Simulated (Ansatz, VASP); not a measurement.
**One calculation of LiF (lda), two programs**

INCAR

```
SYSTEM = LiF
PREC = Accurate
ENCUT = 520
EDIFF = 1E-7
ISMEAR = 0
SIGMA = 0.1
LREAL = .False.
LASPH = .True.
NELM = 80
ALGO = Normal
ISIF = 2
LWAVE = .False.
LCHARG = .False.
GGA = CA
NBANDS = 12
```

Contents of KPOINTS:

```
Automatic mesh
0
Gamma
  8 8 8
  0 0 0
```

The input POSCAR:

```
LiF
1.0
    0.0000000000      2.0140000000      2.0140000000
    2.0140000000      0.0000000000      2.0140000000
    2.0140000000      2.0140000000      0.0000000000
Li F
1 1
Direct
    0.0000000000      0.0000000000      0.0000000000
    0.5000000000      0.5000000000      0.5000000000
```

Input for Ansatz:

```yaml
crystal:
  lattice:
    - [0.0, 2.014, 2.014]
    - [2.014, 0.0, 2.014]
    - [2.014, 2.014, 0.0]
  atoms:
    - { symbol: Li, position: [0.0, 0.0, 0.0] }
    - { symbol: F, position: [0.5, 0.5, 0.5] }
basis:
  ecutwfc: 420
kpoints:
  mp_grid: { grid: [8, 8, 8] }
hamiltonian:
  xc: lda
  pseudopotentials: { kind: paw }
scf:
  occupations: { method: gaussian, width: 0.1 }
output:
  forces: true
  stress: true
  eigenvalues: true
```

Alike in both runs: task single point; functional LDA; k mesh 8 × 8 × 8; occupations gaussian, width 0.1 eV; no spin polarisation.

```csv
,VASP,Ansatz
version,VASP 6.6.1,Ansatz 0.2.0
potentials or method,"VASP PAW LDA potentials, release 64 (Li_sv, F)","scalar-relativistic, plane waves, PAW"
plane-wave cutoff (eV),520,420
valence electrons in the cell,10,10
```

VASP gave:

* gap on the k mesh at the Fermi level (eV): 8.83
* least direct gap on the mesh (eV): 8.83

Q: What did Ansatz give for the same quantities?

A: gap on the k mesh at the Fermi level (eV): 8.84; least direct gap on the mesh (eV): 8.84.

 A k mesh can miss the band edges. Expect the measured gap to be larger: semilocal functionals such as LDA lack the derivative discontinuity.
